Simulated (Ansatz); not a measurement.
## BaHfO3: computed properties

These are results of DFT PBE, scalar-relativistic, plane waves, PAW (Ansatz 0.2.0), not measurements.

Cutoff 420 eV; k points 12×12×6 on the computed 5-atom cell (Γ-centred); Gaussian smearing, width 0.10 eV; no spin polarisation.

The structure is relaxed at this level of theory with its symmetry kept, and needn't be the ground state of this composition.

```xyz
5
Lattice="4.3177 0.0000 0.0000 -2.1588 3.7392 0.0000 0.0000 0.0000 7.0960" Properties=species:S:1:pos:R:3 pbc="T T T"
Ba    0.0000    0.0000    3.5480
Hf    0.0000    0.0000    0.0000
O     2.1588    0.0000    0.0000
O    -1.0794    1.8696    0.0000
O     1.0794    1.8696    0.0000
```

Formation energy from the elements' standard states (uncorrected)?

-0.874 eV/atom.

Kohn–Sham band gap?

none (metal).

Density of states at the Fermi level?

4.6 states/eV per cell.

Orbital (Löwdin) character within 0.5 eV of the Fermi level?

O 2p 34 %, Ba 6s 16 %, Hf 5d 15 %, Hf 6s 10 %, unprojected 24 %.

Bader charge by site (e)?

Ba (1 in the cell) 0.53, Hf (1 in the cell) 1.99, O (3 in the cell) -0.84.

Spin-orbit coupling is left out, which matters for the bands of heavy elements.

Another cell of BaHfO3 relaxed alike, in Pm-3m, lies 2.45 eV/atom lower, so this cell isn't the stable form at this level.

The cell was found from a structure generator's guess, not taken from experiment. Löwdin shares on free-atom orbitals overweight diffuse shells.
